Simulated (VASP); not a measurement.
# MnS (Fm-3m) in VASP: further runs

The runs below take MnS through single point, with PBEsol+U.

All numbers are computed with VASP 6.6.1; they aren't measurements. Logs are shortened: lines on timing, memory, paths and dates and some standing lists are left out, and cuts for length are marked.

## (1) The crystal as given

Symmetry: Fm-3m, No. 225, cubic system. Conventional cell: a = 5.224 Å, b = 5.224 Å, c = 5.224 Å, α = 90.00°, β = 90.00°, γ = 90.00°. Mn (site symmetry m-3m) is surrounded by 6 S at 2.61 Å. S (site symmetry m-3m) has 6 Mn at 2.61 Å as nearest neighbours.

## (2) Single point, PBEsol+U, collinear spin, ferromagnetic start

INCAR reads:

```
PREC = Accurate
ENCUT = 520
EDIFF = 1E-6
ISMEAR = 0
SIGMA = 0.05
LREAL = F
LASPH = T
NELM = 100
ALGO = Fast
ISIF = 2
LWAVE = F
LCHARG = F
ISPIN = 2
MAGMOM = 4 0
LORBIT = 11
LMAXMIX = 4
LDAU = T
LDAUTYPE = 2
LDAUL = 2 -1
LDAUU = 2 0
LDAUJ = 0 0
LDAUPRINT = 1
GGA = PS
```

KPOINTS reads:

```
regular mesh
0
Gamma
  6 6 6
```

POSCAR reads:

```
MnS
1.0
    0.0000000000      2.6122498900      2.6122498900
    2.6122498900      0.0000000000      2.6122498900
    2.6122498900      2.6122498900      0.0000000000
Mn S
1 1
Direct
    0.0000000000      0.0000000000      0.0000000000
    0.5000000000      0.5000000000      0.5000000000
```

Potentials or basis: VASP PAW PBE potentials, release 64 (Mn_pv, S).

Run with:

```console
> cat potpaw_PBE.64/Mn_pv/POTCAR potpaw_PBE.64/S/POTCAR > POTCAR
> mpirun -np 1 vasp_std > vasp.out
```

OUTCAR:

```text
PREC = Accurate
   ENCUT = 520
   EDIFF = 1E-6
   ISMEAR = 0
   LREAL = F
   LASPH = T
   NELM = 100
   ISIF = 2
   ISPIN = 2
   LORBIT = 11
   GGA = PS

 ion  position               nearest neighbor table
   1  0.000  0.000  0.000-   2 2.61   2 2.61   2 2.61   2 2.61   2 2.61   2 2.61
   2  0.500  0.500  0.500-   1 2.61   1 2.61   1 2.61   1 2.61   1 2.61   1 2.61

  LATTYP: Found a face centered cubic cell.
 ALAT       =     5.2244997800

  Lattice vectors:

 A1 = (   0.0000000000,   2.6122498900,   2.6122498900)
 A2 = (   2.6122498900,   0.0000000000,   2.6122498900)
 A3 = (   2.6122498900,   2.6122498900,   0.0000000000)

Analysis of symmetry for initial positions (statically):
=====================================================================
 Subroutine PRICEL returns:
 Original cell was already a primitive cell.

 Routine SETGRP: Setting up the symmetry group for a
 face centered cubic supercell.

 Subroutine GETGRP returns: Found 48 space group operations
 (whereof 48 operations were pure point group operations)
 out of a pool of 48 trial point group operations.

The static configuration has the point symmetry O_h .

Analysis of symmetry for dynamics (positions and initial velocities):
=====================================================================
 Subroutine PRICEL returns:
 Original cell was already a primitive cell.

 Routine SETGRP: Setting up the symmetry group for a
 face centered cubic supercell.

 Subroutine GETGRP returns: Found 48 space group operations
 (whereof 48 operations were pure point group operations)
 out of a pool of 48 trial point group operations.

The dynamic configuration has the point symmetry O_h .

Analysis of structural, dynamic, and magnetic symmetry:
=====================================================================
 Subroutine PRICEL returns:
 Original cell was already a primitive cell.

 Routine SETGRP: Setting up the symmetry group for a
 face centered cubic supercell.

 Subroutine GETGRP returns: Found 48 space group operations
 (whereof 48 operations were pure point group operations)
 out of a pool of 48 trial point group operations.

The overall configuration has the point symmetry O_h .

 Subroutine INISYM returns: Found 48 space group operations
 (whereof 48 operations are pure point group operations),
 and found     1 'primitive' translations

----------------------------------------------------------------------------------------

                                     Primitive cell

  volume of cell :      35.6512

  direct lattice vectors                    reciprocal lattice vectors
     0.000000000  2.612249890  2.612249890    -0.191405884  0.191405884  0.191405884
     2.612249890  0.000000000  2.612249890     0.191405884 -0.191405884  0.191405884
     2.612249890  2.612249890  0.000000000     0.191405884  0.191405884 -0.191405884

  length of vectors
     3.694279223  3.694279223  3.694279223     0.331524716  0.331524716  0.331524716

  position of ions in fractional coordinates (direct lattice)
     0.000000000  0.000000000  0.000000000
     0.500000000  0.500000000  0.500000000

  ion indices of the primitive-cell ions
   primitive index   ion index
                 1           1
                 2           2

----------------------------------------------------------------------------------------

 KPOINTS: regular mesh

Automatic generation of k-mesh.
 Grid dimensions read from file:
 generate k-points for:    6    6    6

 Generating k-lattice:

  Cartesian coordinates                     Fractional coordinates (reciprocal lattice)
    -0.031900981  0.031900981  0.031900981     0.166666667  0.000000000  0.000000000
     0.031900981 -0.031900981  0.031900981     0.000000000  0.166666667  0.000000000
     0.031900981  0.031900981 -0.031900981     0.000000000  0.000000000  0.166666667

  Length of vectors
     0.055254119  0.055254119  0.055254119

[... 85 lines left out ...]
   NGX = 13   NGY = 13   NGZ = 13

atom =   1  type =  1  l = 2

 onsite density matrix

spin component  1

  0.9248  0.0000 -0.0000 -0.0000 -0.0000
  0.0000  0.9248  0.0000 -0.0000  0.0000
 -0.0000  0.0000  0.9439  0.0000 -0.0000
 -0.0000 -0.0000  0.0000  0.9248 -0.0000
 -0.0000  0.0000 -0.0000 -0.0000  0.9439

spin component  2

  0.0225 -0.0000  0.0000  0.0000  0.0000
 -0.0000  0.0225 -0.0000 -0.0000 -0.0000
  0.0000 -0.0000  0.0927  0.0000  0.0000
  0.0000 -0.0000  0.0000  0.0225  0.0000
  0.0000 -0.0000  0.0000  0.0000  0.0927

 occupancies and eigenvectors

  o =  0.0225  v =  0.0000  0.0000  0.0000  0.0000  0.0000 -0.0009 -1.0000 -0.0000  0.0064  0.0000      0.0000  0.0000  0.0000  0.0000  0.0000  0.0000  0.0000  0.0000  0.0000  0.0000
  o =  0.0225  v =  0.0000  0.0000  0.0000  0.0000  0.0000 -0.0014  0.0064  0.0000  1.0000 -0.0000      0.0000  0.0000  0.0000  0.0000  0.0000  0.0000  0.0000  0.0000  0.0000  0.0000
  o =  0.0225  v =  0.0000  0.0000  0.0000  0.0000  0.0000  1.0000 -0.0009 -0.0000  0.0014 -0.0000      0.0000  0.0000  0.0000  0.0000  0.0000  0.0000  0.0000  0.0000  0.0000  0.0000
  o =  0.0927  v =  0.0000  0.0000  0.0000  0.0000  0.0000  0.0000  0.0000  0.9993 -0.0000 -0.0361      0.0000  0.0000  0.0000  0.0000  0.0000  0.0000  0.0000  0.0000  0.0000  0.0000
  o =  0.0927  v =  0.0000  0.0000  0.0000  0.0000  0.0000 -0.0000 -0.0000 -0.0361 -0.0000 -0.9993      0.0000  0.0000  0.0000  0.0000  0.0000  0.0000  0.0000  0.0000  0.0000  0.0000
  o =  0.9248  v =  1.0000  0.0000  0.0000  0.0000  0.0000  0.0000  0.0000  0.0000  0.0000  0.0000      0.0000  0.0000  0.0000  0.0000  0.0000  0.0000  0.0000  0.0000  0.0000  0.0000
  o =  0.9248  v =  0.0000 -0.2404 -0.0000  0.9707 -0.0000  0.0000  0.0000  0.0000  0.0000  0.0000      0.0000  0.0000  0.0000  0.0000  0.0000  0.0000  0.0000  0.0000  0.0000  0.0000
  o =  0.9248  v =  0.0000 -0.9707 -0.0000 -0.2404  0.0000  0.0000  0.0000  0.0000  0.0000  0.0000      0.0000  0.0000  0.0000  0.0000  0.0000  0.0000  0.0000  0.0000  0.0000  0.0000
  o =  0.9439  v =  0.0000  0.0000 -0.9996 -0.0000 -0.0278  0.0000  0.0000  0.0000  0.0000  0.0000      0.0000  0.0000  0.0000  0.0000  0.0000  0.0000  0.0000  0.0000  0.0000  0.0000
  o =  0.9439  v =  0.0000  0.0000 -0.0278  0.0000  0.9996  0.0000  0.0000  0.0000  0.0000  0.0000      0.0000  0.0000  0.0000  0.0000  0.0000  0.0000  0.0000  0.0000  0.0000  0.0000

 number of electron      18.9999987 magnetization       4.9613224

 Free energy of the ion-electron system (eV)
  ---------------------------------------------------
  ext. energy  EPLUGINS =         0.00000000
  ---------------------------------------------------
  free energy    TOTEN  =       -14.19904945 eV

  energy without entropy =      -14.19825539  energy(sigma->0) =      -14.19865242

 E-fermi :   6.4862     XC(G=0): -10.7439

 val. band max:        6.3376008838   @ k =  -0.3333   0.1667   0.0000
 cond. band min:       6.4881798292   @ k =   0.5000   0.0000   0.0000
 fundamental gap:      0.1505789454
 Fermi energy:         6.4861815020

 spin component 1

 k-point     1 :       0.0000    0.0000    0.0000
  band No.  band energies     occupation
      1     -44.2525      1.00000
      2     -44.2525      1.00000
      3     -44.2525      1.00000
      4      -7.9634      1.00000
      5       2.1772      1.00000
      6       2.1772      1.00000
      7       2.1772      1.00000
      8       2.2254      1.00000
      9       2.2254      1.00000
     10       4.7210      1.00000
     11       4.7210      1.00000
     12       4.7210      1.00000
[... 258 lines left out ...]
      1     -44.2586      1.00000
      2     -44.2565      1.00000
      3     -44.2556      1.00000
      4      -6.4214      1.00000
      5       0.7735      1.00000
      6       1.2716      1.00000
      7       1.3024      1.00000
      8       2.7520      1.00000
      9       2.9308      1.00000
     10       3.0527      1.00000
     11       3.1435      1.00000
     12       3.7619      1.00000
     13       9.2302      0.00000
     14      12.4238      0.00000
     15      14.7382      0.00000
 Fermi energy:         6.4861815020

 spin component 2

 k-point     1 :       0.0000    0.0000    0.0000
  band No.  band energies     occupation
      1     -39.5157      1.00000
      2     -39.5157      1.00000
      3     -39.5157      1.00000
      4      -7.6192      1.00000
      5       4.9827      1.00000
      6       4.9827      1.00000
      7       4.9827      1.00000
      8       7.5266      0.00000
      9       7.5266      0.00000
     10       7.5266      0.00000
     11       7.5546      0.00000
     12       7.5546      0.00000
[... 259 lines left out ...]
      2     -39.5213      1.00000
      3     -39.5199      1.00000
      4      -6.0767      1.00000
      5       1.3973      1.00000
      6       2.4628      1.00000
      7       2.7069      1.00000
      8       7.4871      0.00000
      9       8.2216      0.00000
     10       8.6876      0.00000
     11       8.7401      0.00000
     12       8.9078      0.00000
     13      10.9472      0.00000
     14      14.0112      0.00000
     15      15.3612      0.00000

------------------------ aborting loop because EDIFF is reached ----------------------------------------

  FORCE on cell =-STRESS in cart. coord.  units (eV):
  Direction    XX          YY          ZZ          XY          YZ          ZX
  --------------------------------------------------------------------------------------
  -------------------------------------------------------------------------------------
  Total       -0.5506492     -0.5506492     -0.5506492      0.0000000     -0.0000000      0.0000000
  in kB      -24.7463673    -24.7463673    -24.7463673      0.0000000     -0.0000000      0.0000000
  external PRESSURE =     -24.7463673 kB  Pullay stress =       0.0000000 kB

 VOLUME and BASIS-vectors are now :
 -----------------------------------------------------------------------------
  energy-cutoff  :      520.00
  volume of cell :       35.65
      direct lattice vectors                 reciprocal lattice vectors
     0.000000000  2.612249890  2.612249890    -0.191405884  0.191405884  0.191405884
     2.612249890  0.000000000  2.612249890     0.191405884 -0.191405884  0.191405884
     2.612249890  2.612249890  0.000000000     0.191405884  0.191405884 -0.191405884

 POSITION                                       TOTAL-FORCE (eV/Angst)
 -----------------------------------------------------------------------------------
      0.00000      0.00000      0.00000        -0.000000      0.000000     -0.000000
      2.61225      2.61225      2.61225         0.000000     -0.000000      0.000000
 -----------------------------------------------------------------------------------
    total drift:                               -0.000000      0.000000      0.000000

  FREE ENERGIE OF THE ION-ELECTRON SYSTEM (eV)
  ---------------------------------------------------
  free  energy   TOTEN  =       -14.1990494457 eV

  energy  without entropy=      -14.1982553920  energy(sigma->0) =      -14.19865242

 total charge

# of ion       s       p       d       tot
------------------------------------------
    1        0.219   6.169   4.897  11.286
    2        1.317   2.412   0.000   3.729
--------------------------------------------------
tot          1.536   8.582   4.897  15.015

 magnetization (x)

# of ion       s       p       d       tot
------------------------------------------
    1        0.049   0.039   4.400   4.488
    2        0.023   0.087   0.000   0.110
--------------------------------------------------
tot          0.072   0.126   4.400   4.597
```

Wall time 16 s (1 thread of AMD EPYC 9R45 (Zen 5), shared host); peak memory 0.14 GiB.

What came out:

```
Free energy                                           : -14.1990 eV
Pressure                                              : -2.5 GPa
Band gap on the k mesh                                : none (metal or under the smearing width)
Net moment                                            : 4.96 μB per cell
Site moments                                          : Mn +4.49; S +0.11 μB
Valence electrons inside the program's atomic spheres : Mn 11.29; S 3.73
```

Eigenvalues of the final occupation matrices:
| site | spin | trace | eigenvalues |
| --- | --- | --- | --- |
| site 1 d | 1 | 4.66 | 0.92 0.92 0.92 0.94 0.94 |
| site 1 d | 2 | 0.25 | 0.02 0.02 0.02 0.09 0.09 |

Caveat: the PAW data sets were made with another functional, which shifts forces and pressure a little; a cell with one magnetic atom can't hold antiferromagnetic order, which such compounds often take.

## (3) Single point, PBEsol+U, collinear spin, ferromagnetic start

INCAR reads:

```
SYSTEM = MnS
ALGO = Normal
EDIFF = 1E-7
ENCUT = 520
GGA = PS
ISIF = 2
ISMEAR = 0
ISPIN = 2
LASPH = .TRUE.
LCHARG = .FALSE.
LDAU = .TRUE.
LDAUJ = 0 0
LDAUL = 2 -1
LDAUPRINT = 1
LDAUTYPE = 2
LDAUU = 4 0
LMAXMIX = 4
LORBIT = 11
LREAL = .FALSE.
LWAVE = .FALSE.
MAGMOM = 4 0
NELM = 150
PREC = Accurate
SIGMA = 0.05
```

KPOINTS reads:

```
k-points
0
G
  6 6 6
  0 0 0
```

POSCAR is that of step 2.

Potentials or basis: VASP PAW PBE potentials, release 64 (Mn_pv, S).

Run with:

```console
> cat potpaw_PBE.64/Mn_pv/POTCAR potpaw_PBE.64/S/POTCAR > POTCAR
> mpirun -np 1 vasp_std > vasp.out
```

Run time: 13 s. Hardware: 1 thread of AMD EPYC 9R45 (Zen 5), shared host; peak memory 0.14 GiB.

It converged, with:

- Free energy: -13.7006 eV
- Pressure: -0.2 GPa
- Band gap on the k mesh: 0.52 eV, indirect (least direct gap 2.70 eV)
- Net moment: 5.00 μB per cell
- Site moments: Mn +4.59; S +0.08 μB
- Valence electrons inside the program's atomic spheres: Mn 11.28; S 3.75

Levels at points of the mesh, in eV from the valence-band top:
Spin up:
| k point | band 8 | band 9 | band 10 | band 11 | band 12 | band 13 | band 14 | band 15 |
| --- | --- | --- | --- | --- | --- | --- | --- | --- |
| (0.00, 0.00, 0.00) | -4.88 | -4.88 | -1.42 | -1.42 | -1.42 | 1.84 | 8.46 | 8.46 |
| (0.50, 0.00, 0.00) | -4.49 | -4.49 | -3.82 | 0.00 | 0.00 | 2.95 | 5.53 | 5.53 |
| (0.50, 0.50, 0.00) | -4.37 | -4.37 | -3.88 | -3.08 | -3.08 | 0.93 | 5.14 | 10.32 |
Spin down:
```csv
k point,band 3,band 4,band 5,band 6,band 7,band 8,band 9,band 10,band 11,band 12
"(0.00, 0.00, 0.00)",-45.69,-13.80,-1.20,-1.20,-1.20,2.04,2.04,2.04,2.08,2.08
"(0.50, 0.00, 0.00)",-45.69,-12.50,-5.95,-2.57,-2.57,3.32,3.32,3.40,3.55,4.86
"(0.50, 0.50, 0.00)",-45.70,-12.29,-5.18,-2.75,-2.75,0.52,2.40,2.61,3.64,3.64
```

Eigenvalues of the final occupation matrices:
```tsv
site	spin	trace	eigenvalues
site 1 d	1	4.71	0.93 0.93 0.93 0.96 0.96
site 1 d	2	0.20	0.01 0.01 0.01 0.08 0.08
```

Caveat: the PAW data sets were made with another functional, which shifts forces and pressure a little; a cell with one magnetic atom can't hold antiferromagnetic order, which such compounds often take.
